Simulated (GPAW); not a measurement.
Wanted: an ASE script for a GPAW 26.7.0 run.

- Task: single point
- Functional: PBEsol
- Potentials or basis: PAW data sets generated in the run's folder for this functional
- Cutoff: 600 eV
- Basis: pw
- k mesh: 11 × 11 × 6
- Occupations: fermi-dirac, width 0.05 eV
- Spin: no spin polarisation
- Maxiter: 150

Crystal: Pd.

```
Pd
1.0
     2.78367    0.00000    0.00000
    -1.39183    2.41072    0.00000
     0.00000    0.00000    4.62889
Pd
2
Direct
  0.33333 0.66667 0.25000
  0.66667 0.33333 0.75000
```

This isn't the form of Pd at room conditions, which is fcc.

One way to write it, as run:

run.py

```python
from ase import Atoms
from ase.dft.bandgap import bandgap
from ase.io import write
from ase.units import Bohr, GPa
from gpaw import GPAW, PW, setup_paths
from gpaw.elf import elf_from_dft_calculation

setup_paths.insert(0, '.')

atoms = Atoms(['Pd', 'Pd'],
              cell=[[2.7836650458, 0.0, 0.0],
                    [-1.3918325229, 2.4107246453, 0.0],
                    [0.0, 0.0, 4.628893]],
              scaled_positions=[[0.3333333333, 0.6666666667, 0.25],
                                [0.6666666667, 0.3333333333, 0.75]],
              pbc=True)

calc = GPAW(mode=PW(600),
            xc='PBEsol',
            kpts={'size': (11, 11, 6), 'gamma': True},
            occupations={'name': 'fermi-dirac', 'width': 0.05},
            nbands=29,
            convergence={'density': 1e-05, 'energy': 1e-05},
            maxiter=150,
            txt='gpaw.txt')
atoms.calc = calc
energy = atoms.get_potential_energy()
forces = atoms.get_forces()
stress = atoms.get_stress()
calc.write('gs.gpw')
write('result.traj', atoms)
print(f'Energy: {energy:.6f} eV')
print('Forces (eV/A):')
print(forces.round(4))
print('Stress (GPa):', (stress / GPa).round(3))
print('Fermi level:', round(calc.get_fermi_level(), 4), 'eV')
print(f'Gap: {bandgap(calc)[0]:.4f} eV, direct: {bandgap(calc, direct=True)[0]:.4f} eV')

# fields on the real-space grid
write('density.cube', atoms, data=calc.get_pseudo_density() * Bohr**3)
write('potential.cube', atoms, data=calc.get_electrostatic_potential())
write('elf.cube', atoms, data=elf_from_dft_calculation(calc).data)
```

Potentials or basis: PAW data sets generated in the run's folder for this functional, pw.

Command:

```console
$ gpaw-setup -f PBEsol Pd
$ OMP_NUM_THREADS=1 python run.py
```

It gave:

```
Pressure               : -10.0 GPa
Band gap on the k mesh : none (metal or under the smearing width)
```

Wall time 36 s on 1 thread of Arm Neoverse V2 (shared host), peak memory 0.18 GiB.
